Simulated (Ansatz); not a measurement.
# BN (P6_3mc): exact exchange against the cheap answer (a further series)

One table from this session's results is given with a row withheld; the runs are named, their logs left out.

The COD entry's cell or inner coordinates are ideal or old and differ from later refinements, so a difference from it is no clean test against experiment.

Program: Ansatz 0.2.0. Level of theory: DFT at several levels, plane waves, PAW. These are calculated values, not measurements.

1 further run of the same task is left out (it didn't finish). Runs told in other sessions of the task aren't counted.

## Starting point

The structure is hexagonal, space group P6_3mc (No. 186). The conventional cell has a = 2.537 Å, b = 2.537 Å, c = 4.196 Å, α = 90.00°, β = 90.00°, γ = 120.00°. Around B (site symmetry 3m) lie 4 N at 1.56 to 1.57 Å. Around N (site symmetry 3m) lie 4 B at 1.56 to 1.57 Å.

Coordinates:

```xyz
4
Lattice="2.5369 0.0000 0.0000 -1.2685 2.1970 0.0000 0.0000 0.0000 4.1959" Properties=species:S:1:pos:R:3 pbc="T T T"
B     1.2685    0.7323    0.0011
B     0.0000    1.4647    2.0991
N     1.2685    0.7323    1.5723
N     0.0000    1.4647    3.6703
```

An earlier run on this cell at PBE gave 7.95 GPa at 5.847 Å³/atom (10×10×6 mesh), mesh gap 5.38 eV. The cell is compressed at this level.

The cell stays fixed from here on.

Levels to run, all on a 6×6×4 mesh: HSE06; PBE0 form (fraction 0.4); HSE06 form (screening 0.3 Å⁻¹); HSE06 form (screening 0.4 Å⁻¹). Hardware: 4 threads of Arm Neoverse V1, shared host.

An earlier series ran PBE on this mesh: volume 5.847 Å³/atom, pressure 7.98 GPa, mesh gap 5.18 eV.

Set-up of the first run:

The input, input.yaml:

```yaml
crystal:
  lattice:
    - [2.536930026, 0.0, 0.0]
    - [-1.268465013, 2.1970458501, 0.0]
    - [0.0, 0.0, 4.1959171737]
  atoms:
    - { symbol: B, position: [0.6666666667, 0.3333333333, 0.0002721794] }
    - { symbol: B, position: [0.3333333333, 0.6666666667, 0.5002721794] }
    - { symbol: "N", position: [0.6666666667, 0.3333333333, 0.3747278206] }
    - { symbol: "N", position: [0.3333333333, 0.6666666667, 0.8747278206] }
basis:
  ecutwfc: 420
  ecutrho_ratio: 4
kpoints:
  mp_grid: { grid: [6, 6, 4] }
hamiltonian:
  xc: hse06
scf:
  occupations: { method: gaussian, width: 0.05 }
  n_extra_bands: 11
output:
  forces: true
  stress: true
  eigenvalues: true
  populations: true
  dos: { projected: true, de: 0.02 }
```

Launch:

```sh
ansatz run input.yaml --threads 4 --pin off --max-ram 8192MiB --backend cpu --events-out ev --progress --plain --runs-dir out
```

Among the steps run: HSE06; PBE0 form (fraction 0.4); HSE06 form (screening 0.3 Å⁻¹); HSE06 form (screening 0.4 Å⁻¹).

One table of the session follows, with a row left open; its other results are not shown here.

```
                         level  gap on the mesh (eV)
          PBE (earlier series)                  5.18
                         HSE06                  6.51
      PBE0 form (fraction 0.4)                     ?
HSE06 form (screening 0.3 Å⁻¹)                  6.27
HSE06 form (screening 0.4 Å⁻¹)                  6.07
```

Estimate the missing values for PBE0 form (fraction 0.4).

The run gave: gap on the mesh (eV): 8.56. In the column «gap on the mesh (eV)» it is the highest.

Against 5.18 eV at PBE, the runs with exact exchange give 6.07 (HSE06 form (screening 0.4 Å⁻¹)) to 8.56 eV (PBE0 form (fraction 0.4)). Gaps are over this coarse mesh alone, and total energies of different levels can't be compared. The program warned that the SCF threshold is loose for the stress of this hybrid run.

Limits of these values: Warnings in the runs' records: stress exchange threshold loose, stress scf threshold loose.
